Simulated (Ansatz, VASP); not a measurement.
# Cd12F23 in two plane-wave programs

Aim: how closely do two programs agree when they are given the same cell, functional and k mesh? The structure shown is the end of the VASP relaxation below.

Calculated with Ansatz 0.2.0; plane waves, with VASP 6.6.1 beside it; single point at PBEsol.

## (1) Set-up

The cell holds 35 atoms: 12 Cd and 23 F. Its edges and angles: a = 7.633 Å, b = 7.633 Å, c = 11.449 Å, α = 60.0°, β = 60.0°, γ = 60.0°. It derives from CdF2. Nearest the centre at fractional (0.250, 0.250, 0.333): F25 at 1.11 Å, Cd8 at 1.98 Å, Cd5 at 1.98 Å, F16 at 2.81 Å, F19 at 2.81 Å, F15 at 2.82 Å, F18 at 2.82 Å, F31 at 3.02 Å. The cell carries charge +1.

## (2) VASP: relaxation, PBEsol

This run makes the geometry at which the two programs are then compared.

Lines of VASP's logs that name or quote its potential files are left out, and so is its time.

INCAR

```
SYSTEM = Cd12F23
PREC = Normal
ENCUT = 400
EDIFF = 1E-05
NELM = 120
ISMEAR = 0
SIGMA = 0.05
LREAL = Auto
ALGO = Fast
GGA = PS
NELECT = 304
LORBIT = 11
LWAVE = .FALSE.
LCHARG = .FALSE.
NCORE = 6
IBRION = 2
NSW = 60
ISIF = 2
EDIFFG = -0.05
POTIM = 0.4
MAXMIX = 40
ISYM = 0
```

POSCAR

```
Cd12F23
1.0
    0.0000000000      5.3970555238      5.3970555238
    5.3970555238      0.0000000000      5.3970555238
    8.0955832857      8.0955832857      0.0000000000
Cd F
12 23
Direct
   -0.0051379300     -0.0004737174      0.0012618326
   -0.0047308041      0.0021791723      0.3362122573
    0.0009569548      0.0022008495      0.6655558184
   -0.0013614059      0.4987133704      0.0009415720
   -0.0015518562      0.5040194589      0.3318137540
   -0.0102182621      0.5010790964      0.6697121307
    0.5017233364     -0.0054324879      0.0051456470
    0.5018509039     -0.0049663863      0.3335544351
    0.5012783083      0.0006931447      0.6649544429
    0.5009387562      0.4984070602      0.0000606673
    0.4992115056      0.4972665753      0.3330688710
    0.4958805768      0.5000694580      0.6666364566
    0.3721020345      0.3776982194      0.5851339196
    0.3728489590      0.3763041520      0.9170609740
    0.3725875186      0.8731164473      0.2523060245
    0.3704051677      0.8756812948      0.5849378954
    0.3789599926      0.8770703336      0.9130618361
    0.8735136107      0.3685642016      0.2513863910
    0.8762311714      0.3728918196      0.5847349158
    0.8778923507      0.3747022187      0.9153103770
    0.8778126147      0.8729625023      0.2529978865
    0.8757299024      0.8740014380      0.5825355023
    0.8750652221      0.8755794477      0.9165490021
    0.1285681303      0.1193020444      0.0830041639
    0.3807961899      0.3740854572      0.2477114267
    0.1226578171      0.1238876315      0.7519595966
    0.1191994234      0.6265786646      0.0893750482
    0.1237250197      0.6205135753      0.4177315343
    0.1261090652      0.6284351556      0.7481264948
    0.6182708910      0.1318836473      0.0811212217
    0.6303644276      0.1202585264      0.4158317233
    0.6253981802      0.1313774782      0.7471031741
    0.6199749835      0.6314065665      0.0840528456
    0.6238588139      0.6214510844      0.4173692283
    0.6191960782      0.6297067168      0.7514749398
```

KPOINTS

```
Automatic mesh
0
Gamma
2 2 1
0 0 0
```

The projector-augmented-wave data sets are Cd and F (PBE family, release 64).

Launch:

```sh
> mpirun -np 6 vasp_std
```

Numbers of over 12 decimals in the logs are rounded to 6 here.

Log:

```text
[banner, memory and clock lines left out]
running    6 mpi-ranks, on    1 nodes
[...]
|                                                                             |
|           W    W    AA    RRRRR   N    N  II  N    N   GGGG   !!!           |
|           W    W   A  A   R    R  NN   N  II  NN   N  G    G  !!!           |
|           W    W  A    A  R    R  N N  N  II  N N  N  G       !!!           |
|           W WW W  AAAAAA  RRRRR   N  N N  II  N  N N  G  GGG   !            |
|           WW  WW  A    A  R   R   N   NN  II  N   NN  G    G                |
|           W    W  A    A  R    R  N    N  II  N    N   GGGG   !!!           |
|                                                                             |
|     For optimal performance we recommend to set                             |
|       NCORE = 2 up to number-of-cores-per-socket                            |
|     NCORE specifies how many cores store one orbital (NPAR=cpu/NCORE).      |
|     This setting can greatly improve the performance of VASP for DFT.       |
[...]
old charge density:   305.00000 new  304.00000
    0.312E+01
RMM:   6    -0.135218199043E+03    0.15530E+02   -0.53113E+01  1456   0.161E+01    0.267E+01
RMM:   7    -0.134840818360E+03    0.37738E+00   -0.35410E+00  1456   0.463E+00    0.134E+01
[...]
RMM:   8    -0.135250962659E+03    0.10943E-05   -0.45049E-05  1045   0.141E-02
   4 F= -.13525096E+03 E0= -.13525096E+03  d E =-.136827E+00
[... from here on, the cycles between the ionic steps are left out ...]
   5 F= -.13537488E+03 E0= -.13537488E+03  d E =-.260742E+00
   6 F= -.13543118E+03 E0= -.13543118E+03  d E =-.563008E-01
   7 F= -.13544481E+03 E0= -.13544481E+03  d E =-.699331E-01
   8 F= -.13547041E+03 E0= -.13547041E+03  d E =-.255965E-01
   9 F= -.13547615E+03 E0= -.13547615E+03  d E =-.313348E-01
  10 F= -.13548784E+03 E0= -.13548784E+03  d E =-.116941E-01
  11 F= -.13548991E+03 E0= -.13548991E+03  d E =-.137607E-01
  12 F= -.13549412E+03 E0= -.13549412E+03  d E =-.421468E-02
  13 F= -.13549413E+03 E0= -.13549413E+03  d E =-.422023E-02
  14 F= -.13549594E+03 E0= -.13549594E+03  d E =-.181228E-02
 trial-energy change:   -0.001812  1 .order   -0.001761   -0.002585   -0.000936
 step:   3.9670(harm=  4.2990)  dis= 0.00746  next Energy=  -135.496152 (dE=-0.203E-02)
 reached required accuracy - stopping structural energy minimisation
```

OUTCAR, selected parts (step 2):

```text
  Total      -34.5803180    -34.6056861    -34.4152434      0.2485281     -0.0417570     -0.0523621
  in kB     -117.4755948   -117.5617746   -116.9148066      0.8442949     -0.1418562     -0.1778835
  external PRESSURE =    -117.3173920 kB  Pullay stress =       0.0000000 kB

 POSITION                                       TOTAL-FORCE (eV/Angst)
 -----------------------------------------------------------------------------------
      8.07699      8.07196      0.03041        -0.003768      0.001793     -0.006685
      8.03951      8.03476     10.73884         0.003806      0.005098      0.005382
     10.88943     10.88289     10.68621        -0.016431      0.010063      0.013461
      2.70657      5.42755      8.07109         0.002713     -0.012006     -0.000744
      5.44476      8.03608      8.14790         0.004365     -0.002322     -0.014753
      8.09645      5.39185      2.71348        -0.006144     -0.003865      0.002079
      0.03627      2.70115      2.67427        -0.011462      0.003495      0.002765
      8.03852      5.44257      8.14807         0.010980      0.004873     -0.008849
      5.39528      8.09201      2.71644         0.000803     -0.004965     -0.004957
      2.70894      2.70389      5.37202         0.023560      0.021006     -0.001703
      5.43618      5.42886      5.34916        -0.019450     -0.018642      0.010418
      8.08614      8.07992      5.39276         0.004292     -0.002833      0.001222
      6.74566      6.74096      4.03864         0.005673      0.006344     -0.004077
      9.45227      9.44598      4.10095         0.016117      0.012941     -0.011427
[...]
-----------------------------------------------------------------------------------
    total drift:                               -0.004629      0.015996      0.050939

  FREE ENERGIE OF THE ION-ELECTRON SYSTEM (eV)
  ---------------------------------------------------
  free  energy   TOTEN  =      -135.4959387274 eV

  energy  without entropy=     -135.4959387274  energy(sigma->0) =     -135.49593873

 reached required accuracy - stopping structural energy minimisation

[... 3 further parts left out ...]
[key lines of the parts left out:]
E-fermi :  -1.3806
```

The cell is charged against a uniform background. The gap is read on the k-mesh alone, so it is an upper bound where the band edges lie off the mesh. The PAW data sets were made with PBE, which is usual practice but a small mismatch for other functionals.

## (3) Ansatz: single point, PBEsol

Ansatz runs on its default PAW (the set named soft_2) files.

The same cell, functional, mesh and smearing now go to Ansatz, which takes its cutoff from its data sets.

input.yaml

```yaml
crystal:
  lattice:
    - [0.0, 5.39705552, 5.39705552]
    - [5.39705552, 0.0, 5.39705552]
    - [8.09558329, 8.09558329, 0.0]
  atoms:
    - { symbol: Cd, position: [0.00235178, 0.00328264, 0.99551468] }
    - { symbol: Cd, position: [0.99443914, 0.99531967, 0.3295271] }
    - { symbol: Cd, position: [0.98939851, 0.99060964, 0.68470053] }
    - { symbol: Cd, position: [0.99981068, 0.49565036, 0.00389348] }
    - { symbol: Cd, position: [0.99491393, 0.51477918, 0.32937352] }
    - { symbol: Cd, position: [0.00082315, 0.50194708, 0.66547508] }
    - { symbol: Cd, position: [0.49463533, 0.00086935, 0.0039009] }
    - { symbol: Cd, position: [0.51436598, 0.99535908, 0.32937853] }
    - { symbol: Cd, position: [0.50149261, 0.00182566, 0.66523043] }
    - { symbol: Cd, position: [0.49721306, 0.49814908, 0.00252044] }
    - { symbol: Cd, position: [0.49488474, 0.49624147, 0.34067185] }
    - { symbol: Cd, position: [0.4990256, 0.5001785, 0.66538165] }
    - { symbol: F, position: [0.37371744, 0.37458738, 0.58352658] }
    - { symbol: F, position: [0.37934195, 0.38050701, 0.91391237] }
    - { symbol: F, position: [0.3522576, 0.89731174, 0.26326] }
    - { symbol: F, position: [0.3492276, 0.89768753, 0.570008] }
    - { symbol: F, position: [0.38642622, 0.86422435, 0.91589882] }
    - { symbol: F, position: [0.89671313, 0.35306472, 0.26293208] }
    - { symbol: F, position: [0.89708281, 0.35018498, 0.57002228] }
    - { symbol: F, position: [0.86330841, 0.38705123, 0.91623405] }
    - { symbol: F, position: [0.87801392, 0.87863255, 0.24325008] }
    - { symbol: F, position: [0.89619592, 0.89706678, 0.5698291] }
    - { symbol: F, position: [0.86520938, 0.86609218, 0.92710462] }
    - { symbol: F, position: [0.12596191, 0.1267997, 0.07815296] }
    - { symbol: F, position: [0.35234598, 0.35290248, 0.26545367] }
    - { symbol: F, position: [0.12429132, 0.12512326, 0.7537465] }
    - { symbol: F, position: [0.12566381, 0.62688972, 0.08165881] }
    - { symbol: F, position: [0.12229235, 0.62577025, 0.41755649] }
    - { symbol: F, position: [0.12400357, 0.62029286, 0.75333714] }
    - { symbol: F, position: [0.62586688, 0.12653027, 0.08157613] }
    - { symbol: F, position: [0.62507465, 0.12333164, 0.41748244] }
    - { symbol: F, position: [0.61951236, 0.12526286, 0.75336364] }
    - { symbol: F, position: [0.6132368, 0.61502064, 0.10316207] }
    - { symbol: F, position: [0.6246365, 0.62525929, 0.41694727] }
    - { symbol: F, position: [0.63637263, 0.63740909, 0.7258107] }
total_charge: 1
hamiltonian:
  xc: pbesol
  pseudopotentials: { kind: paw }
kpoints:
  mp_grid: { grid: [2, 2, 1] }
scf:
  occupations: { method: gaussian, width: 0.05 }
  n_extra_bands: 12
output:
  forces: true
  eigenvalues: true
```

Launch:

```sh
> ansatz run input.yaml --threads 8 --pin off --max-ram 18432MiB --backend cpu --events-out ev --progress --plain --runs-dir out
```

Log:

```text
scf.n_extra_bands = 12 over 200 filled bands (N_el = 400.0): the run solves 212 bands
Engine: ansatz 0.2.0, x86_64-unknown-linux-gnu
Pseudopotentials: kind: paw
Pseudopotential: Cd, paw, valence charge 20, recommended cutoff 420 eV (normal), Cd.paw.azcp
Pseudopotential: F, paw, valence charge 7, recommended cutoff 420 eV (normal), F.paw.azcp
Functional definition: PBEsol
  exchange = pbesol_x
  correlation = pbesol_c
Crystal: 35 atoms, lattice volume = 471.620 Å³
Basis set: ecut = 420 eV, 9197 PW (Γ), exchange–correlation on 108×108×160 points (8 copies of the dense FFT grid, shifted against one another)
Bands: 212, of which v1, the nominal top of the filled ones, is band 200 counted from 1 (199 counted from 0)
Symmetry: 1 space group operations
Space group: P1 (ITA 1), of the structure as read, at distance tolerance 7.8e-5 Å
k-points: 4
Non-local potential: Cd, projectors of the file, l = 0: 3, l = 1: 2, l = 2: 2, l = 3: 1
Non-local potential: F, projectors of the file, l = 0: 2, l = 1: 2, l = 2: 1
PAW form: soft (Blöchl's): semilocal exchange-correlation on the pseudo side does not see the compensation charge
PAW frozen core: Cd, regenerated for the run's functional, and the local potential with it (the file was generated under x = pbe(κ = 0.804, μ = 0.219515), c = pbe(β = 0.066725))
PAW frozen core: F, regenerated for the run's functional, and the local potential with it (the file was generated under x = pbe(κ = 0.804, μ = 0.219515), c = pbe(β = 0.066725))
PAW one-centre angular grid: Cd, 590 points (default); XC on 64 Gauss nodes
PAW one-centre angular grid: F, 110 points (default); XC on 64 Gauss nodes
Initial density: superposition of atomic densities (neutral atoms scaled as one to the charged cell's electrons: chi_scale 0, normalization atom), corrected by the library's trained network
Initial wavefunctions: pseudopotential atomic-orbital guess
Functional: x = pbesol(κ = 0.804, μ = 0.123457), c = pbesol(β = 0.046)
SCF iter   1: F=—  HF=-116638.725989 eV  |F-HF|=—  |Δ(HF+E_count)|=         —  Δρ=1.46e-2  dr2=8.11e-1  ethr=1.77e-3  ⟨swp⟩=5.0  Hψ=2885  notcnv=0
preconditioner: auto → Resta (q_TF=auto, 2.654 Å⁻¹)  ε∞=7.1  [insulator: Δε(μ)=2.641 eV  Ē_g=12.110 eV  σ=0.050 eV  W_gap=1.00  n_scr=148 (ndim 8)  ℏωp=29.8 eV  f_vac=0.146  D(μ)=0.00/eV (n_scr^D=0)  ε∞_Penn≈7.1]
SCF iter   2: F=—  HF=-116638.492170 eV  |F-HF|=—  |Δ(HF+E_count)|=   2.34e-1  Δρ=2.79e-3  dr2=3.75e-2  ethr=2.03e-4  ⟨swp⟩=2.0  Hψ=1411  notcnv=0  defer=29
SCF iter   3: F=—  HF=-116638.484958 eV  |F-HF|=—  |Δ(HF+E_count)|=   7.21e-3  Δρ=1.26e-3  dr2=1.20e-2  ethr=9.37e-6  ⟨swp⟩=2.0  Hψ=1059  notcnv=0  defer=29
SCF iter   4: F=—  HF=-116638.483358 eV  |F-HF|=—  |Δ(HF+E_count)|=   1.60e-3  Δρ=4.95e-4  dr2=1.74e-3  ethr=3.01e-6  ⟨swp⟩=2.2  Hψ=1271  notcnv=0  defer=29
SCF iter   5: F=—  HF=-116638.483327 eV  |F-HF|=—  |Δ(HF+E_count)|=   3.14e-5  Δρ=1.87e-4  dr2=3.60e-4  ethr=4.35e-7  ⟨swp⟩=2.2  Hψ=1331  notcnv=0  defer=29
SCF iter   6: F=—  HF=-116638.483583 eV  |F-HF|=—  |Δ(HF+E_count)|=   2.56e-4  Δρ=2.13e-4  dr2=1.58e-4  ethr=8.99e-8  ⟨swp⟩=2.0  Hψ=1427  notcnv=0  defer=29
SCF iter   7: F=—  HF=-116638.483631 eV  |F-HF|=—  |Δ(HF+E_count)|=   4.77e-5  Δρ=5.20e-5  dr2=1.72e-5  ethr=3.94e-8  ⟨swp⟩=2.0  Hψ=1427  notcnv=0  defer=29
SCF iter   8: F=—  HF=-116638.483814 eV  |F-HF|=—  |Δ(HF+E_count)|=   1.83e-4  Δρ=1.97e-5  dr2=1.58e-6  ethr=4.30e-9  ⟨swp⟩=2.0  Hψ=1429  notcnv=0  defer=29
SCF iter   9: F=—  HF=-116638.483815 eV  |F-HF|=—  |Δ(HF+E_count)|=   9.33e-7  Δρ=1.45e-5  dr2=6.96e-7  ethr=3.94e-10  ⟨swp⟩=2.0  Hψ=1427  notcnv=0  defer=29
SCF iter  10: F=-116638.483815 eV  HF=-116638.483815 eV  |F-HF|=2.95e-8  |Δ(HF+E_count)|=   3.35e-9  Δρ=2.77e-6  dr2=5.31e-8  ethr=2.50e-11  ⟨swp⟩=6.2  Hψ=3334  notcnv=0
SCF 1 converged in 10 iterations: F = -116638.483815 eV  dr2 = 5.31e-8
  greatest PAW one-centre occupation: 1.000 electrons in one spin orbital (limit 2), on the Cd atom at site 1 (counted from 0), in its partial waves of l = 1
SCF converged after 10 iterations
Free energy (F): -116638.483815 eV
Harris-Foulkes:  -116638.483815 eV  (|F-HF|=2.95e-8)
Internal energy: -116638.483815 eV  (E = F + TS)
E sigma→0 (E₀):  -116638.483815 eV
Fermi energy:    7.448245 eV
--- Per-component energies (eV) ---
  E_band       = -5903.249913
  E_kinetic    = 10778.614522
  E_local      = -51275.494979  (includes V_loc(G=0)·N_el)
  E_nonlocal   = 2178.075004
  E_hartree    = 22705.630716
  E_xc         = -3884.454763
  E_vxc        = -4946.096058  (∫ρ·V_xc dr)
  E_paw        = -52657.015308  (= ΣΔE_a)
  E_vpaw       = -8049.669044  (= ΣTr[D̂ρ^β])
  E_aug_tail   = 0.046388  (compensation charges beyond the density's cutoff)
  E_ewald      = -44488.965091
  E_core_change = 5.079697  (= ΣΔE_core)
  E_smearing   = -0.000000  (= −TS)
  E_closure    = 0.000000  (closes the sum)
  E_deformation_potential = 14.651721  (in the stress; not in F)
  Σ components = -116638.483815   (vs F -116638.483815, Δ=0.00e0)
--- Forces (eV/Å), atoms counted from 1 ---
  atom   1  Cd    -0.00507085     0.00053109    -0.01803944
  atom   2  Cd    -0.00576666    -0.00084707    -0.01884427
  atom   3  Cd    -0.00270372     0.01258178     0.00396297
  atom   4  Cd    -0.00005198    -0.00884420     0.01540126
  atom   5  Cd     0.02107534    -0.00573639    -0.00675673
  atom   6  Cd    -0.00667744    -0.00257096     0.00345992
  atom   7  Cd    -0.01261116    -0.00313597     0.01297028
  atom   8  Cd     0.00467307     0.01697753    -0.00328329
  atom   9  Cd     0.00473923    -0.00573211    -0.00508151
  atom  10  Cd     0.01731637     0.01418741    -0.01855794
  atom  11  Cd    -0.01949318    -0.01174257     0.00669983
  atom  12  Cd    -0.00510121    -0.00736988    -0.01119870
  atom  13  F      0.00043759     0.00098280     0.00292910
  atom  14  F      0.01807215     0.01749999    -0.00160784
  atom  15  F      0.03040999    -0.01403540     0.00170032
  atom  16  F      0.00160679    -0.04026251     0.01129153
  atom  17  F     -0.01551102     0.00803380    -0.00282536
  atom  18  F     -0.00460062     0.02791442     0.00553481
  atom  19  F     -0.03983800    -0.00247132     0.00856364
  atom  20  F      0.00994437    -0.02209739    -0.00476588
  atom  21  F      0.02738335     0.02410910    -0.00584997
  atom  22  F      0.00137934    -0.00117921     0.04327472
  atom  23  F     -0.01782564    -0.01523623     0.00314534
  atom  24  F     -0.00487216    -0.00109799     0.00927702
[...]
atom  28  F      0.00079314     0.00609211     0.00539361
  atom  29  F     -0.00410791     0.01288403     0.01247324
  atom  30  F      0.00634757     0.01645143    -0.00483313
  atom  31  F      0.00542411    -0.00454255     0.00013113
  atom  32  F      0.01078731    -0.01064469     0.00773372
  atom  33  F      0.00443873     0.01435587    -0.01075833
  atom  34  F     -0.00832880    -0.00340034    -0.01446139
  atom  35  F     -0.02716248    -0.02072945     0.00971678
  max |Σ_I F_I| component: 1.20e-5 eV/Å
--- Band table (eV) ---
  k-point 0: bands = [... 196 lower, 5.9117, 5.9608, 5.9874, 6.0138, 8.8395, 11.6621, 11.6747, 12.8824, ... 8 higher]
  k-point 1: bands = [... 196 lower, 5.8317, 5.9269, 6.0015, 6.0562, 10.6788, 10.7220, 11.6765, 11.7472, ... 8 higher]
  k-point 2: bands = [... 196 lower, 5.8310, 5.9278, 6.0017, 6.0565, 10.6791, 10.7207, 11.6764, 11.7475, ... 8 higher]
  k-point 3: bands = [... 196 lower, 5.8835, 5.9098, 5.9396, 6.0156, 10.9322, 11.0678, 11.1946, 11.2049, ... 8 higher]
```

Run time: 5.3 s. Hardware: 8 threads of AMD EPYC 7B13 (Zen 3), shared host; peak memory 2 GiB; 30 s of CPU time.

## (4) Comparison

Known differences besides the potentials themselves: the data sets hold 400 valence electrons in Ansatz (default PAW (the set named soft_2) files) and 304 in VASP; the cutoff is 420 eV in Ansatz and 400 eV in VASP (PREC = Normal, projectors in real space); Ansatz makes its cores anew for this functional, VASP keeps those of its PBE data sets; VASP leaves aspherical gradient terms in its spheres out (LASPH is not set), Ansatz keeps them. Total energies have different zeros and are not compared.

Compared:

| quantity | Ansatz | VASP | difference |
| --- | --- | --- | --- |
| gap on the k mesh (eV) | 2.783 | 2.769 | +0.014 |

At this near-relaxed geometry the largest component of a force difference is 26 meV/Å. A gap on the mesh is an upper bound, since the band edges may lie between its points. VASP's last cycles still show a density residual of 4e-03, so its state may not be settled.

## (5) Results

| Item | Value |
| --- | --- |
| difference in gap on the k mesh (single point, PBEsol) | 0.014 eV |
| r.m.s. force difference (single point, PBEsol) | 9.2 meV/Å |

**Reading.** The r.m.s. force difference is 9.2 meV/Å (single point, PBEsol), within the 12 meV/Å picked in this series as the mark of a large difference. Such differences can come from data sets, numerical settings and the points named under the comparisons, not from the functional's error against experiment.

[Lines on the potential files, build, host, timing and source positions are cut from VASP's logs without a mark.]

[Logs are printed without paths, hosts, clocks, repeated set-up lines and the standing remarks that a program may print on its own settings, such as how far it seeks lower states.]

[Hosts, paths, dates, database ids (printed as entryN), source tags and the programs' standing remarks are cut or masked in the printed files.]
